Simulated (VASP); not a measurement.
Crystal: Sb.

```
CELL_PARAMETERS angstrom
3.12240 0.00000 0.00000
0.00000 4.34752 0.00000
-0.03891 0.00000 4.40585
ATOMIC_POSITIONS crystal
Sb 0.98861 0.75000 0.75883
Sb 0.01139 0.25000 0.24117
```

This isn't the form of Sb at room conditions, which is rhombohedral.

| Quantity | Value |
| --- | --- |
| Program | VASP 6.6.1 |
| Task | relaxation of cell and atoms |
| Functional | PBEsol |
| Potentials or basis | VASP PAW PBE potentials, release 64 (Sb) |
| Cutoff | 600 eV |
| k mesh | 14 × 10 × 10 |
| Occupations | gaussian, width 0.1 eV |
| Spin | no spin polarisation |

At the start: pressure -2.2 GPa; volume 29.90 Å³/atom.

Problem. Where does the relaxation end?

Solution. Over 21 steps the energy falls by 12.3 meV/atom and the volume is 28.73 Å³/atom (-3.9 %); space group Pm-3m (No. 221, to 0.05 Å).

Step by step:
```tsv
step	energy change (eV)	largest force (eV/Å)	pressure (GPa)	volume (Å³)
1	0.0000	0.1043	-2.15	59.81
2	-0.0134	0.1811	1.32	56.40
3	-0.0176	0.1589	0.10	57.47
4	-0.0199	0.1289	0.09	57.43
5	-0.0229	0.0416	0.13	57.34
6	-0.0238	0.0213	-0.12	57.54
7	-0.0239	0.0227	-0.06	57.49
8	-0.0240	0.0207	0.03	57.41
9	-0.0240	0.0199	0.09	57.36
10	-0.0241	0.0194	0.08	57.37
11	-0.0242	0.0194	0.04	57.41
12	-0.0242	0.0250	-0.04	57.49
13	-0.0242	0.0225	-0.02	57.46
14	-0.0243	0.0223	-0.02	57.47
15	-0.0244	0.0229	-0.04	57.49
16	-0.0244	0.0194	0.01	57.44
17	-0.0245	0.0157	0.07	57.38
18	-0.0245	0.0092	-0.01	57.45
19	-0.0245	0.0064	-0.04	57.49
20	-0.0245	0.0069	-0.04	57.48
21	-0.0246	0.0016	-0.01	57.46
```

Final structure:
```cif
data_structure
_symmetry_space_group_name_H-M 'P 1'
_symmetry_Int_Tables_number 1
_cell_length_a 3.0656
_cell_length_b 4.3290
_cell_length_c 4.3295
_cell_angle_alpha 90.000
_cell_angle_beta 89.936
_cell_angle_gamma 90.000
_cell_volume 57.46
loop_
_atom_site_label
_atom_site_type_symbol
_atom_site_fract_x
_atom_site_fract_y
_atom_site_fract_z
_atom_site_occupancy
Sb1 Sb 0.00043 0.75000 0.74994 1
Sb2 Sb 0.99957 0.25000 0.25006 1
```

Caveat: the PAW data sets were made with another functional, which shifts forces and pressure a little.
